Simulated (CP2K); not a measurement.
Runs of CP2K 2026.2 on PbF2 (Fluorocronite). Symmetry: Fm-3m, No. 225, cubic system. Conventional cell: a = 5.927 Å, b = 5.927 Å, c = 5.927 Å, α = 90.00°, β = 90.00°, γ = 90.00°. Pb (site symmetry m-3m) has 8 F at 2.57 Å as nearest neighbours. Around F (site symmetry -43m) lie 4 Pb at 2.57 Å. 

```csv
level,cutoff of the non-local correlation (Ry),gap on the mesh (eV),pressure (GPa)
vdW-DF-cx,300,4.36,(a)
TPSS,-,(b),3.2
LDA,-,4.13,0.0
rev-vdW-DF2,300,4.36,3.3
vdW-DF2,300,4.58,6.2
```

Alike in all rows: task single point; potentials or basis POTENTIAL_UZH Pb GTH-PBE-q4, F GTH-PBE-q7; TZVP-MOLOPT-PBE-GTH basis; no spin polarisation; cell as given; k mesh 8 × 8 × 8; smearing fermi-dirac 0.05 eV.

**Question.** Fill in the values left out.

**Answer.** (a) 2.9; (b) 4.55.

Caveats: the potentials were made for another functional, which shifts forces and pressure; spin-orbit coupling is left out, which as a rule narrows the gap of such compounds by several tenths of an eV; the basis of atomic orbitals isn't converged, which shifts pressures, moduli and gaps.

A k mesh can miss the band edges, and the runs leave out spin-orbit coupling on Pb.

Runs at the PBE level aren't shown here.
